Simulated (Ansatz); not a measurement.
RuO2 (rutile)

```
CELL_PARAMETERS angstrom
      4.47993     0.00000     0.00000
      0.00000     4.47993     0.00000
      0.00000     0.00000     3.10691
ATOMIC_POSITIONS crystal
  Ru 0.50000 0.50000 0.50000
  Ru 0.00000 0.00000 0.00000
  O  0.80532 0.80532 0.50000
  O  0.30532 0.69468 0.00000
  O  0.69468 0.30532 0.00000
  O  0.19468 0.19468 0.50000
```

In each cell atom 1 (Ru, nearest neighbour O at 1.934 Å; its periodic images, 3.1 Å or more away, move with it) moves by s·(1.000, 0.000, 0.000) (along Cartesian x), the rest being held.

These are r2SCAN (plane waves to 500 eV, PAW, scalar-relativistic; Ansatz, a first-principles code) values and carry that method's errors. k mesh 9×9×12 (Γ-centred), Fermi-Dirac smearing 0.05 eV. The energy includes the smearing's −TS. Left out: 2 of 11 points, with atoms too close for the PAW data. With partly filled bands, energies and forces of such displacements shift with the k mesh and the smearing. F∥ is the force on the atom along that direction. RuO2 is run without spin polarisation and with no Hubbard U. RuO2 was relaxed with its symmetry unable to fall. The zero of ΔE is the undisplaced structure.

```json
[
 {"s (Å)": "-0.464", "ΔE (meV/cell)": "3086", "F∥ (eV/Å)": "___"},
 {"s (Å)": "-0.348", "ΔE (meV/cell)": "1751", "F∥ (eV/Å)": "10.041"},
 {"s (Å)": "-0.232", "ΔE (meV/cell)": "___", "F∥ (eV/Å)": "6.731"},
 {"s (Å)": "-0.116", "ΔE (meV/cell)": "193", "F∥ (eV/Å)": "3.334"},
 {"s (Å)": "0.000", "ΔE (meV/cell)": "0", "F∥ (eV/Å)": "0.000"},
 {"s (Å)": "0.116", "ΔE (meV/cell)": "193", "F∥ (eV/Å)": "-3.334"},
 {"s (Å)": "0.232", "ΔE (meV/cell)": "___", "F∥ (eV/Å)": "-6.731"},
 {"s (Å)": "0.348", "ΔE (meV/cell)": "1751", "F∥ (eV/Å)": "-10.041"},
 {"s (Å)": "0.464", "ΔE (meV/cell)": "3086", "F∥ (eV/Å)": "___"}
]
```

Q: Complete the blanks.

A: 
- -0.464, F∥ (eV/Å): 12.837
- -0.232, ΔE (meV/cell): 776
- 0.232, ΔE (meV/cell): 776
- 0.464, F∥ (eV/Å): -12.837

(For displaced atoms, the force is minus the slope of the energy, and its curvature is a force constant, which sets phonon frequencies.)
